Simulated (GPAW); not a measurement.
# TePt (Pm-3m) in GPAW: convergence with k mesh

Aim: find how far k mesh must go before the results for TePt settle, at LDA. This setting moves, with any that are tied to it; all else stays.

Program: GPAW 26.7.0. These are calculated values, not measurements. Logs are shortened: lines on timing, memory, paths and dates and some standing lists are left out, and cuts for length are marked. The log counts tension as positive stress, the text compression.

### 1 The structure

It takes space group Pm-3m (No. 221, cubic). The conventional cell has a = 3.559 Å, b = 3.559 Å, c = 3.559 Å, α = 90.00°, β = 90.00°, γ = 90.00°. Pt (site symmetry m-3m) is surrounded by 8 Te at 3.08 Å. Te (site symmetry m-3m) is surrounded by 8 Pt at 3.08 Å.

Measurements of this composition are mostly on another form, of space group No. 166.

### 2 With k mesh 2 × 2 × 2

Contents of run.py:

```python
from ase import Atoms
from ase.dft.bandgap import bandgap
from ase.io import write
from ase.units import GPa
from gpaw import GPAW, PW

atoms = Atoms(['Pt', 'Te'],
              cell=[[3.55919028, 0.0, 0.0],
                    [0.0, 3.55919028, 0.0],
                    [0.0, 0.0, 3.55919028]],
              scaled_positions=[[0.0, 0.0, 0.0],
                                [0.5, 0.5, 0.5]],
              pbc=True)

calc = GPAW(mode=PW(600),
            xc='LDA',
            kpts={'size': (2, 2, 2), 'gamma': True},
            occupations={'name': 'fermi-dirac', 'width': 0.05},
            nbands=22,
            convergence={'density': 1e-05, 'energy': 1e-05},
            maxiter=100,
            txt='gpaw.txt')
atoms.calc = calc
energy = atoms.get_potential_energy()
forces = atoms.get_forces()
stress = atoms.get_stress()
calc.write('gs.gpw')
write('result.traj', atoms)
print(f'Energy: {energy:.6f} eV')
print('Forces (eV/A):')
print(forces.round(4))
print('Stress (GPa):', (stress / GPa).round(3))
print('Fermi level:', round(calc.get_fermi_level(), 4), 'eV')
print(f'Gap: {bandgap(calc)[0]:.4f} eV, direct: {bandgap(calc, direct=True)[0]:.4f} eV')
```

Potentials or basis: the program's PAW data sets (release 1.2.1) made for this functional, pw.

The run is started by

```
> OMP_NUM_THREADS=1 python run.py
```

gpaw.txt:

```text
__  _  _
 | _ |_)|_||  |
 |__||  | ||/\| - 26.7.0

Input parameters:
  mode=PW(ecut=600.0),
  convergence={'density': 1e-05, 'energy': 1e-05},
  kpts=MonkhorstPack(size=(2, 2, 2), gamma=True),
  maxiter=100,
  nbands=22,
  occupations=Occupations(name='fermi-dirac', width=0.05),
  xc=XC(name='LDA')

Diagonalizing LCAO Hamiltonian
Converting LCAO to pw mode
   .--------.
  /|        |
 * |        |
 | |   Te   |
 | .--------.
 |/        /
 Pt-------*

Atoms  # Å, Bohr magnetons
|   | symbol |        x |        y |        z |    initial magnetic moments |
|---|--------|----------|----------|----------|-----------------------------|
| 0 |     Pt | 0.000000 | 0.000000 | 0.000000 | ( 0.0000,  0.0000,  0.0000) |
| 1 |     Te | 1.779595 | 1.779595 | 1.779595 | ( 0.0000,  0.0000,  0.0000) |

Unit cell  # Å
| periodic |        x |        y |        z |  lengths |    angles |
|----------|----------|----------|----------|----------|-----------|
|      yes | 3.559190 | 0.000000 | 0.000000 | 3.559190 | 90.000000 |
|      yes | 0.000000 | 3.559190 | 0.000000 | 3.559190 | 90.000000 |
|      yes | 0.000000 | 0.000000 | 3.559190 | 3.559190 | 90.000000 |

Number of symmetries: 48
Symmetry operations  # r_c * U_cc + t_c -> r_c
|    | kind |            matrix            |
|----|------|------------------------------|
|  0 |  E   |  1, 0, 0,  0, 1, 0,  0, 0, 1 |
|  1 |  σ   |  1, 0, 0,  0, 1, 0,  0, 0,-1 |
|  2 |  σ   |  1, 0, 0,  0, 0, 1,  0, 1, 0 |
|  3 |  C4  |  1, 0, 0,  0, 0, 1,  0,-1, 0 |
|  4 |  C4  |  1, 0, 0,  0, 0,-1,  0, 1, 0 |
|  5 |  σ   |  1, 0, 0,  0, 0,-1,  0,-1, 0 |
|  6 |  σ   |  1, 0, 0,  0,-1, 0,  0, 0, 1 |
|  7 |  C2  |  1, 0, 0,  0,-1, 0,  0, 0,-1 |
|  8 |  σ   |  0, 1, 0,  1, 0, 0,  0, 0, 1 |
|  9 |  C2  |  0, 1, 0,  1, 0, 0,  0, 0,-1 |
| 10 |  C3  |  0, 1, 0,  0, 0, 1,  1, 0, 0 |
| 11 |  S6  |  0, 1, 0,  0, 0, 1, -1, 0, 0 |
| 12 |  S6  |  0, 1, 0,  0, 0,-1,  1, 0, 0 |
| 13 |  C3  |  0, 1, 0,  0, 0,-1, -1, 0, 0 |
| 14 |  C4  |  0, 1, 0, -1, 0, 0,  0, 0, 1 |
| 15 |  S4  |  0, 1, 0, -1, 0, 0,  0, 0,-1 |
| 16 |  C3  |  0, 0, 1,  1, 0, 0,  0, 1, 0 |
| 17 |  S6  |  0, 0, 1,  1, 0, 0,  0,-1, 0 |
| 18 |  σ   |  0, 0, 1,  0, 1, 0,  1, 0, 0 |
| 19 |  C4  |  0, 0, 1,  0, 1, 0, -1, 0, 0 |
| 20 |  C2  |  0, 0, 1,  0,-1, 0,  1, 0, 0 |
| 21 |  S4  |  0, 0, 1,  0,-1, 0, -1, 0, 0 |
| 22 |  S6  |  0, 0, 1, -1, 0, 0,  0, 1, 0 |
| 23 |  C3  |  0, 0, 1, -1, 0, 0,  0,-1, 0 |
| 24 |  S6  |  0, 0,-1,  1, 0, 0,  0, 1, 0 |
| 25 |  C3  |  0, 0,-1,  1, 0, 0,  0,-1, 0 |
| 26 |  C4  |  0, 0,-1,  0, 1, 0,  1, 0, 0 |
| 27 |  σ   |  0, 0,-1,  0, 1, 0, -1, 0, 0 |
| 28 |  S4  |  0, 0,-1,  0,-1, 0,  1, 0, 0 |
| 29 |  C2  |  0, 0,-1,  0,-1, 0, -1, 0, 0 |
| 30 |  C3  |  0, 0,-1, -1, 0, 0,  0, 1, 0 |
| 31 |  S6  |  0, 0,-1, -1, 0, 0,  0,-1, 0 |
| 32 |  C4  |  0,-1, 0,  1, 0, 0,  0, 0, 1 |
| 33 |  S4  |  0,-1, 0,  1, 0, 0,  0, 0,-1 |
| 34 |  S6  |  0,-1, 0,  0, 0, 1,  1, 0, 0 |
| 35 |  C3  |  0,-1, 0,  0, 0, 1, -1, 0, 0 |
| 36 |  C3  |  0,-1, 0,  0, 0,-1,  1, 0, 0 |
| 37 |  S6  |  0,-1, 0,  0, 0,-1, -1, 0, 0 |
| 38 |  σ   |  0,-1, 0, -1, 0, 0,  0, 0, 1 |
| 39 |  C2  |  0,-1, 0, -1, 0, 0,  0, 0,-1 |
| 40 |  σ   | -1, 0, 0,  0, 1, 0,  0, 0, 1 |
| 41 |  C2  | -1, 0, 0,  0, 1, 0,  0, 0,-1 |
| 42 |  C2  | -1, 0, 0,  0, 0, 1,  0, 1, 0 |
| 43 |  S4  | -1, 0, 0,  0, 0, 1,  0,-1, 0 |
| 44 |  S4  | -1, 0, 0,  0, 0,-1,  0, 1, 0 |
| 45 |  C2  | -1, 0, 0,  0, 0,-1,  0,-1, 0 |
| 46 |  C2  | -1, 0, 0,  0,-1, 0,  0, 0, 1 |
| 47 |  i   | -1, 0, 0,  0,-1, 0,  0, 0,-1 |

BZ-sampling:
  Number of BZ points: 8
  Number of IBZ points: 4

  Monkhorst-Pack size: [2, 2, 2]
  Monkhorst-Pack shift: [0.25, 0.25, 0.25]

K-points  # in reciprocal-cell coordinates
|   |                                coordinates |     weight |
|---|--------------------------------------------|------------|
| 0 | (  0.00000000,   0.00000000,   0.00000000) | 0.12500000 |
| 1 | (  0.50000000,   0.00000000,   0.00000000) | 0.37500000 |
| 2 | (  0.50000000,   0.50000000,   0.00000000) | 0.37500000 |
| 3 | (  0.50000000,   0.50000000,   0.50000000) | 0.12500000 |

Plane wave coefficients: 1516
Cutoff: 600.0 eV

Spin-components: 1 (collinear spins)
Bands:           22
Projectors:      11
Spin-degeneracy: 2
Datatype:        complex128

Parallelization:
  kpt:    1
  domain: 1
  band:   1

Density:
  Valence electrons: 22.0
  Components: 1
  Grid points: [21 21 21]
  Charge: 0.0  # |e|

Potential:
  Grid points: [21 21 21]

species:
  Pt:
    name:    Platinum
    Z:       78.0
    valence: 16
    core:    62
    charge:  0.0  # [|e|]
    compensation charges:
      type: gauss
      rc: 0.41  # [Å]
      lmax: 2
    cutoffs:
      filter: 2.26  # [Å]
      core: 2.26  # [Å]
    projectors
    | kind |    occ | energy [eV] | rcut [Å] |
    |------|--------|-------------|----------|
    |   6s |  1.000 |      -5.930 |    1.307 |
    |   5p |  6.000 |     -56.318 |    1.371 |
    |   6p |  0.000 |      -0.962 |    1.371 |
    |   5d |  9.000 |      -6.387 |    1.307 |
    |    s |        |      21.281 |    1.307 |
    |    d |        |      20.825 |    1.307 |

    Using partial waves for Pt as LCAO basis

  Te:
    name:    Tellurium
    Z:       52.0
    valence: 6
    core:    46
    charge:  0.0  # [|e|]
    compensation charges:
      type: gauss
      rc: 0.36  # [Å]
      lmax: 2
    cutoffs:
      filter: 2.09  # [Å]
      core: 3.17  # [Å]
    projectors
    | kind |    occ | energy [eV] | rcut [Å] |
    |------|--------|-------------|----------|
    |   5s |  2.000 |     -15.337 |    1.180 |
    |   5p |  4.000 |      -6.113 |    1.196 |
    |    s |        |      11.875 |    1.180 |
    |    p |        |      21.098 |    1.196 |
    |    d |        |       0.000 |    1.238 |

    Using partial waves for Te as LCAO basis

Reference energy: -684734.245012  # eV

eigensolver:
  PPCG
  Converge bands: occupied
  niter=2

density mixing:
  MSR1-Mixer
  Pratt-step length: 0.05
  Maximum mixing coefficient: 0.75
  Old densities: 10
  SVD Regularization: 0.005
  Good broyden scale: 1.0
  Trust region scale: 1.0
  Backstep threshold: 4.0
  History deletion threshold: 6.0
  Fourier metric: weight=20.0, sigma=0.015

occupation numbers:
  Fermi-Dirac:
    width: 0.0500  # eV

poisson solver:
  ecut: 4800.0  # eV

xc functional:
  name: None

convergence criteria:
- Maximum integral of absolute [dens]ity change: 1e-05 electrons / valence electron
- Maximum [total energy] change in last 3 cyles: 1e-05 eV / valence electron
- Maximum integral of absolute [eigenst]ate change: 4e-08 eV^2 / valence electron
maximum number of iterations: 100

SCF iterations
|iter     | |      energy | eigst |  dens |
|---------|-|-------------|-------|-------|
|iter:   1| |  -10.512408 | +0.09 |       |
|iter:   2| |  -10.457629 | -2.49 | -1.21 |
|iter:   3| |  -10.188572 | -2.39 | -1.25 |
|iter:   4| |  -10.192723 | -2.43 | -1.85 |
|iter:   5| |  -10.158247 | -2.77 | -1.44 |
|iter:   6| |  -10.146720 | -3.64 | -2.15 |
|iter:   7| |  -10.147167 | -5.15 | -2.33 |
|iter:   8| |  -10.148237 | -5.12 | -2.62 |
|iter:   9| |  -10.148439 | -6.48 | -3.48 |
|iter:  10| |  -10.148457c| -7.76c| -4.28 |
|iter:  11| |  -10.148463c| -8.47c| -5.04c|

Converged in 11 steps
Energy contributions relative to reference atoms: (reference = -684734.245012)

Energy contributions:
  Kinetic:         -18.621701
  Coulomb:          16.815960
  Zero:             -0.596640
  External:          0.000000
  Xc:               -7.738730
  Entropy:          -0.014705
  Spinorbit:         0.000000
  ----------------------------
  Free energy:     -10.155816
  Extrapolated:    -10.148463

dipole moment: (-12.135699, -12.135699, -12.135699)  # |e|*Ang

Fermi level: 8.824
Eigenvalues  # (at kpt = [0.000, 0.000, 0.000])
| band index |      eig [eV] | occ [0-2] |
|------------|---------------|-----------|
|          0 |       -43.100 |     2.000 |
|        ... |               |           |
|          5 |         5.439 |     2.000 |
|          6 |         6.899 |     2.000 |
|          7 |         6.899 |     2.000 |
|          8 |         6.899 |     2.000 |
|          9 |         7.260 |     2.000 |
|         10 |         7.260 |     2.000 |
[... 9 lines left out ...]
|         20 |        22.223 |     0.000 |
|         21 |        23.995 |     0.000 |

No gap
No difference between direct/indirect transitions

Forces  # eV/Ang
|        x |        y |        z |
|----------|----------|----------|
| -0.00000 | -0.00000 | -0.00000 |  # Pt   0
|  0.00000 |  0.00000 |  0.00000 |  # Te   1

Stress tensor  # eV/Ang^3
|        x |        y |        z |
|----------|----------|----------|
| 0.070074 | 0.000000 | 0.000000 |
| 0.000000 | 0.070074 | 0.000000 |
| 0.000000 | 0.000000 | 0.070074 |

# Writing to gs.gpw (mode='')
```

Wall time 3.9 s (1 thread of Arm Neoverse V2, shared host); peak memory 0.13 GiB.

Results:

```
Free energy            : -10.1558 eV
Pressure               : -11.2 GPa
Band gap on the k mesh : none (metal or under the smearing width)
```

### 3 With k mesh 3 × 3 × 3

Edit run.py of step 2 so:

```diff
@@ -16,3 +16,3 @@
             xc='LDA',
-            kpts={'size': (2, 2, 2), 'gamma': True},
+            kpts={'size': (3, 3, 3), 'gamma': True},
             occupations={'name': 'fermi-dirac', 'width': 0.05},
```

Potentials or basis: the program's PAW data sets (release 1.2.1) made for this functional, pw.

The run is started by

```
> OMP_NUM_THREADS=1 python run.py
```

Run time: 3.5 s. Hardware: 1 thread of Arm Neoverse V2, shared host; peak memory 0.14 GiB.

Results:

* Free energy: -10.9685 eV
* Pressure: -16.6 GPa
* Band gap on the k mesh: none (metal or under the smearing width)

### 4 With k mesh 4 × 4 × 4

Edit run.py of step 3 so:

```diff
@@ -16,3 +16,3 @@
             xc='LDA',
-            kpts={'size': (3, 3, 3), 'gamma': True},
+            kpts={'size': (4, 4, 4), 'gamma': True},
             occupations={'name': 'fermi-dirac', 'width': 0.05},
```

The run is started by

```
> OMP_NUM_THREADS=1 python run.py
```

Wall time 6.3 s (1 thread of Arm Neoverse V2, shared host); peak memory 0.14 GiB.

Results (log left out):

```yaml
Free_energy: -11.1052 eV
Pressure: -17.2 GPa
Band_gap_on_the_k_mesh: none (metal or under the smearing width)
```

### 5 With k mesh 5 × 5 × 5

Edit run.py of step 4 so:

```diff
@@ -16,3 +16,3 @@
             xc='LDA',
-            kpts={'size': (4, 4, 4), 'gamma': True},
+            kpts={'size': (5, 5, 5), 'gamma': True},
             occupations={'name': 'fermi-dirac', 'width': 0.05},
```

The run is started by

```
> OMP_NUM_THREADS=1 python run.py
```

It took 6.3 s on 1 thread of Arm Neoverse V2, shared host; peak memory 0.14 GiB.

Results (log left out):

```yaml
Free_energy: -11.0485 eV
Pressure: -16.3 GPa
Band_gap_on_the_k_mesh: none (metal or under the smearing width)
```

### 6 With k mesh 6 × 6 × 6

Edit run.py of step 5 so:

```diff
@@ -16,3 +16,3 @@
             xc='LDA',
-            kpts={'size': (5, 5, 5), 'gamma': True},
+            kpts={'size': (6, 6, 6), 'gamma': True},
             occupations={'name': 'fermi-dirac', 'width': 0.05},
```

Potentials or basis: the program's PAW data sets (release 1.2.1) made for this functional, pw.

The run is started by

```
> OMP_NUM_THREADS=1 python run.py
```

Run time: 11 s. Hardware: 1 thread of Arm Neoverse V2, shared host; peak memory 0.15 GiB.

It converged, with:

| Item | Value |
| --- | --- |
| Free energy | -11.0650 eV |
| Pressure | -17.1 GPa |
| Band gap on the k mesh | none (metal or under the smearing width) |

### 7 With k mesh 7 × 7 × 7

Edit run.py of step 6 so:

```diff
@@ -16,3 +16,3 @@
             xc='LDA',
-            kpts={'size': (6, 6, 6), 'gamma': True},
+            kpts={'size': (7, 7, 7), 'gamma': True},
             occupations={'name': 'fermi-dirac', 'width': 0.05},
```

The run is started by

```
> OMP_NUM_THREADS=1 python run.py
```

Run time: 11 s. Hardware: 1 thread of Arm Neoverse V2, shared host; peak memory 0.15 GiB.

It converged, with:

```
Free energy            : -11.0593 eV
Pressure               : -17.1 GPa
Band gap on the k mesh : none (metal or under the smearing width)
```

### 8 With k mesh 8 × 8 × 8

Edit run.py of step 7 so:

```diff
@@ -16,3 +16,3 @@
             xc='LDA',
-            kpts={'size': (7, 7, 7), 'gamma': True},
+            kpts={'size': (8, 8, 8), 'gamma': True},
             occupations={'name': 'fermi-dirac', 'width': 0.05},
```

The run is started by

```
> OMP_NUM_THREADS=1 python run.py
```

It took 18 s on 1 thread of Arm Neoverse V2, shared host; peak memory 0.16 GiB.

The run converged. Its results:

```yaml
Free_energy: -11.0561 eV
Pressure: -17.0 GPa
Band_gap_on_the_k_mesh: none (metal or under the smearing width)
```

### 9 With k mesh 10 × 10 × 10

Edit run.py of step 8 so:

```diff
@@ -16,3 +16,3 @@
             xc='LDA',
-            kpts={'size': (8, 8, 8), 'gamma': True},
+            kpts={'size': (10, 10, 10), 'gamma': True},
             occupations={'name': 'fermi-dirac', 'width': 0.05},
```

Potentials or basis: the program's PAW data sets (release 1.2.1) made for this functional, pw.

The run is started by

```
> OMP_NUM_THREADS=1 python run.py
```

Wall time 28 s (1 thread of Arm Neoverse V2, shared host); peak memory 0.18 GiB.

Results (log left out):

| Quantity | Value |
| --- | --- |
| Free energy | -11.0588 eV |
| Pressure | -17.1 GPa |
| Band gap on the k mesh | none (metal or under the smearing width) |

### 10 Result

```tsv
k mesh	energy less the tightest run, at zero smearing (meV/atom)	pressure (GPa)	SCF cycles	CPU time (s)	peak memory (GiB)
2 × 2 × 2	453.00	-11.23	11	3.9	0.13
3 × 3 × 3	51.40	-16.62	9	3.5	0.14
4 × 4 × 4	-21.30	-17.19	9	6.3	0.14
5 × 5 × 5	5.23	-16.35	9	6.3	0.14
6 × 6 × 6	-3.37	-17.14	9	11	0.15
7 × 7 × 7	-0.07	-17.05	9	11	0.15
8 × 8 × 8	0.95	-17.02	9	18	0.16
10 × 10 × 10	0.00	-17.09	9	28	0.18
```

Against the tightest run, the energy stays within 1 meV/atom from 7 × 7 × 7 on; the pressure stays within 0.1 GPa from 6 × 6 × 6 on. Meshes of other sizes hit other points, so gaps and Fermi surfaces needn't settle smoothly. The tightest run that finished is the yardstick and may itself not be fully converged.

Caveats: so large a pressure means that the cell lies far from this level's equilibrium, or that cutoff or potentials fall short.
